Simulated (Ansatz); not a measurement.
CoSi: do energies and stresses tell the same story?

All numbers below come from Ansatz 0.2.0, DFT PBEsol, scalar-relativistic, plane waves, PAW.

Cutoff 420 eV; k points 8×8×8 on the computed 8-atom cell (Γ-centred); Gaussian smearing, width 0.10 eV; no spin polarisation.

Relaxed cell: P2_13, a = 4.386 Å, b = 4.386 Å, c = 4.386 Å, α = 90.00°, β = 90.00°, γ = 90.00°, 8 atoms in the primitive cell.

Energies at zero smearing and pressures from the stress tensor, at volumes with shape and atoms relaxed:
```json
{"V (Å³/atom)": "9.913", "E − E(first) (meV/atom)": "0.00", "P (GPa)": "17.20"}
{"V (Å³/atom)": "10.229", "E − E(first) (meV/atom)": "-24.46", "P (GPa)": "7.86"}
{"V (Å³/atom)": "10.545", "E − E(first) (meV/atom)": "-31.95", "P (GPa)": "-0.03"}
{"V (Å³/atom)": "10.862", "E − E(first) (meV/atom)": "-25.10", "P (GPa)": "-6.67"}
{"V (Å³/atom)": "11.178", "E − E(first) (meV/atom)": "-6.26", "P (GPa)": "-12.21"}
```

Check P = −dE/dV between neighbouring volumes, and get the bulk modulus from the pressures alone.

With 1 eV/Å³ = 160.2 GPa:
| middle V (Å³/atom) | −ΔE/ΔV (GPa) | mean P (GPa) |
| --- | --- | --- |
| 10.071 | 12.388 | 12.531 |
| 10.387 | 3.790 | 3.914 |
| 10.704 | -3.465 | -3.349 |
| 11.020 | -9.541 | -9.440 |

The two differ by 0.14 GPa at most. The mean of two end pressures misses the average over a step by about ΔV² P″/12, up to 0.13 GPa here; with that taken off 0.02 GPa remains. Around V = 10.545 Å³/atom, the two neighbours give B = −V ΔP/ΔV = 10.545 × 14.52 / 0.633 = 242.1 GPa, against B0 = 240.9 GPa from the Birch–Murnaghan fit of the energies.

A ferromagnetic start lost its moments in a first run, so spin was left out; other magnetic orders weren't tried.

Energies and stresses do tell the same story: the mean pressure lies above the energy slope in every interval, as it must for a convex P(V) curve, and the gap narrows on expansion as the curvature falls. The small remainder suggests that Pulay stress is minor, as is any mismatch between stresses taken at finite smearing and energies extrapolated to zero. The slightly higher bulk modulus from the pressures is likewise mostly a finite-step effect, since a central difference overestimates the slope when the curvature decreases with volume.

The stiffness itself fits strong covalent mixing of Co 3d and Si 3p states, with short-range repulsion steepening the pressure rise under compression. The relaxed lattice constant is, however, noticeably shorter than the measured one, probably because PBEsol overbinds this 3d compound, so the bulk modulus is likely too high as well. Agreement between the two routes cannot reveal such an error, because both derive from the same functional.
